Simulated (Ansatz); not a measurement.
# Li2O (Fm-3m): exact exchange against the cheap answer

One table from this session's results is given with a row withheld; the runs are named, their logs left out.

Program: Ansatz 0.2.0. Level of theory: DFT at several levels, plane waves, PAW. These are calculated values, not measurements.

### The starting structure

Symmetry: Fm-3m, No. 225, cubic system. Conventional cell: a = 4.619 Å, b = 4.619 Å, c = 4.619 Å, α = 90.00°, β = 90.00°, γ = 90.00°. Li (site symmetry -43m) has 4 O at 2.00 Å in its first shell of neighbours. Around O (site symmetry m-3m) lie 8 Li at 2.00 Å.

Coordinates:

```cif
data_structure
_symmetry_space_group_name_H-M 'P 1'
_symmetry_Int_Tables_number 1
_cell_length_a 3.2661
_cell_length_b 3.2661
_cell_length_c 3.2661
_cell_angle_alpha 60.000
_cell_angle_beta 60.000
_cell_angle_gamma 60.000
_cell_volume 24.64
loop_
_atom_site_label
_atom_site_type_symbol
_atom_site_fract_x
_atom_site_fract_y
_atom_site_fract_z
_atom_site_occupancy
Li1 Li 0.25000 0.25000 0.25000 1
Li2 Li 0.75000 0.75000 0.75000 1
O1 O 0.00000 0.00000 0.00000 1
```

An earlier run on this cell at PBE gave 0.37 GPa at 8.212 Å³/atom (8×8×8 mesh), gap on the mesh 4.99 eV.

All runs below keep this geometry.

Levels to run, all on a 6×6×6 mesh: PBE; PBE0 form (fraction 1/ε∞); r²SCAN0 form (fraction 1/ε∞); HSE06 form (fraction 0.35, screening 0.5 Å⁻¹); B3LYP. Hardware: 4 threads of Arm Neoverse V1, shared host.

Set-up of the first run:

The input, input.yaml:

```yaml
crystal:
  lattice:
    - [0.0, 2.3095007135, 2.3095007135]
    - [2.3095007135, 0.0, 2.3095007135]
    - [2.3095007135, 2.3095007135, 0.0]
  atoms:
    - { symbol: Li, position: [0.25, 0.25, 0.25] }
    - { symbol: Li, position: [0.75, 0.75, 0.75] }
    - { symbol: O, position: [0.0, 0.0, 0.0] }
basis:
  ecutwfc: 420
  ecutrho_ratio: 4
kpoints:
  mp_grid: { grid: [6, 6, 6] }
hamiltonian:
  xc: pbe
scf:
  occupations: { method: gaussian, width: 0.05 }
output:
  forces: true
  stress: true
  eigenvalues: true
  populations: true
  write_density: true
  write_potential: true
  elf: true
  volumetric_format: npy
```

Command:

```sh
$ ansatz run input.yaml --threads 4 --pin off --max-ram 8192MiB --backend cpu --events-out ev --progress --plain --runs-dir out
```

Among the steps run: PBE; PBE0 form (fraction 1/ε∞); r²SCAN0 form (fraction 1/ε∞); HSE06 form (fraction 0.35, screening 0.5 Å⁻¹); B3LYP.

One of the session's tables, all rows but one given; the rest of the session is left out.

```
                                        level  gap on the mesh (eV)  pressure (GPa)
                                          PBE                  4.99             0.4
                    PBE0 form (fraction 1/ε∞)                     ?               ?
                 r²SCAN0 form (fraction 1/ε∞)                  8.73            -5.3
HSE06 form (fraction 0.35, screening 0.5 Å⁻¹)                  6.34            -3.6
                                        B3LYP                  7.16            -2.0
```

**Question.** Estimate the row for PBE0 form (fraction 1/ε∞).

As computed: gap on the mesh (eV): 8.20; pressure (GPa): -3.9. In the column «gap on the mesh (eV)» it lies between B3LYP (7.16) and r²SCAN0 form (fraction 1/ε∞) (8.73).

Against 4.99 eV at PBE, the runs with exact exchange give 6.34 (HSE06 form (fraction 0.35, screening 0.5 Å⁻¹)) to 8.73 eV (r²SCAN0 form (fraction 1/ε∞)). The cutoffs differ: 500 eV for r²SCAN0 form (fraction 1/ε∞), 420 eV otherwise. Gaps are over this coarse mesh alone, and total energies of different levels can't be compared. The program warned that the SCF threshold is loose for the stress of this hybrid run.

Caveats from the session: Warnings in the runs' records: stress scf threshold loose, stress exchange threshold loose.
